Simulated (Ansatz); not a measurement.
CdTe (P4_2/mnm)

Theory: DFT PBE, scalar-relativistic, plane waves, PAW in Ansatz.

Cutoff 420 eV; k points 4×4×6 on the computed 8-atom cell (Γ-centred); Gaussian smearing, width 0.02 eV; no spin polarisation.

The structure is relaxed at this level of theory with its symmetry kept, and needn't be the ground state of this composition.

Space group P4_2/mnm (No. 136), tetragonal, a = 8.075 Å, c = 4.693 Å. Around Cd lie 4 Te at 2.85–2.90 Å; Te has 4 Cd at 2.85–2.90 Å.

* Volume per atom: 38.25 Å³
* Formation energy from the elements' standard states (uncorrected): -0.427 eV/atom
* Kohn–Sham band gap: 0.71 eV
* Orbital (Löwdin) character of the top 1 eV of the valence band: Te 5p 92 %, unprojected 4 %
* Orbital (Löwdin) character of the lowest 1 eV of the conduction band: Cd 5s 53 %, Te 5p 29 %, Te 5s 14 %
* Bader charge by site (e): Cd (4 in the cell) 0.54, Te (4 in the cell) -0.54

Spin-orbit coupling is left out, which matters for the bands of heavy elements.

The cell was found from a structure generator's guess, not taken from experiment. Kohn–Sham gaps at this level usually fall short of measured ones. Löwdin shares on free-atom orbitals overweight diffuse shells in the empty bands.
